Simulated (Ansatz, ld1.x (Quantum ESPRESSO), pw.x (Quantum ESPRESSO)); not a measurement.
## Cd: one change to the TM potential, in the atom and in the bcc crystal

cadmium, norm-conserving Troullier–Martins (Kleinman–Bylander form), made with ld1.x (Quantum ESPRESSO) 7.5 (PBE, scalar-relativistic). Core [Kr], reference 4d10 5s2 5p0. Waves: 5p (bound, empty): rc 2.80 bohr; 4d (bound): rc 1.60 bohr; 5s (bound): rc 1.95 bohr. Local part: the s channel. Core correction: none.

Change: core [Kr] 4d10, valence charge 2; reference 5s1 5p0; waves now 5s (bound): rc 1.90 bohr; 5p (bound): rc 2.85 bohr; local potential the p channel; core correction Bessel-smoothed model core inside 1.75 bohr.

Cutoffs, loose and tight: the cutoffs (Ry, on a coarse ladder) from which the occupation-weighted sum of valence levels, in a spherical-Bessel basis at the reference potential, stays within 10 and 1 mRy of its value at 400 Ry. They do not see the model core or the augmentation charge, which bear on the density cutoff. Test errors are all-electron minus pseudo excitation energies from the reference, over the configurations 4d10 5s1 5p0; 4d10 5s0 5p0; 4d9 5s0 5p0; 4d9 5s2 5p0; 4d9 5s2 5p1; 4d10 5s0 5p2; 4d10 5s1 5p1; variants that change the core or the reference have their own tests.

Crystal test: bcc Cd in pw.x 7.5, no spin, 13³ k-points, Fermi–Dirac smearing 0.01 Ry, cutoffs set for each file from its atomic test. The reference is all-electron LAPW (Ansatz 0.2.0) with the same functional, mesh and smearing; V0 and B0 come from Birch–Murnaghan fits to the pressures at five volumes. Errors are pseudo minus all-electron; Δ is the rms difference of the E(V) curves that follow from these fits, minima aligned, over ±6 % about the mean V0. Mesh and smearing are coarse, so the numbers serve the comparison and aren't converged zero-temperature values; the lattice is a test structure that the element need not adopt.

All-electron: a0 = 3.603 Å (V0 = 23.38 Å³/atom), B0 = 37.4 GPa.

**Question.** Does the change bring the crystal closer to the all-electron result?

**Answer.** The mean pressure error goes from +0.87 to -10.37 GPa, so the change moves the solid further from the all-electron pressures.

```json
{"quantity": "outcome (atom)", "base": "generated", "changed": "generated"}
{"quantity": "cutoff, loose (atom)", "base": "70 Ry", "changed": "8 Ry"}
{"quantity": "cutoff, tight (atom)", "base": "110 Ry", "changed": "25 Ry"}
{"quantity": "bound ghosts (atom)", "base": "none", "changed": "none"}
{"quantity": "largest test error (meV) (atom)", "base": "-183", "changed": "-97"}
{"quantity": "cutoffs in pw.x (Ry)", "base": "135/540", "changed": "50/200"}
{"quantity": "a0 (Å)", "base": "3.630", "changed": "–"}
{"quantity": "a0 error (%)", "base": "+0.76", "changed": "–"}
{"quantity": "B0 error (%)", "base": "-3.5", "changed": "–"}
{"quantity": "Δ (meV/atom)", "base": "4.3", "changed": "–"}
{"quantity": "mean pressure error (GPa)", "base": "+0.87", "changed": "-10.37"}
```

A dash: not determined, or the minimum lies outside the volumes sampled.

Base: This is a poor potential for the solid. Changed file: This is a poor potential for the solid. The pseudo pressure rises with volume over part of the range, a mechanical instability. The atomic cutoffs weigh occupied waves only.
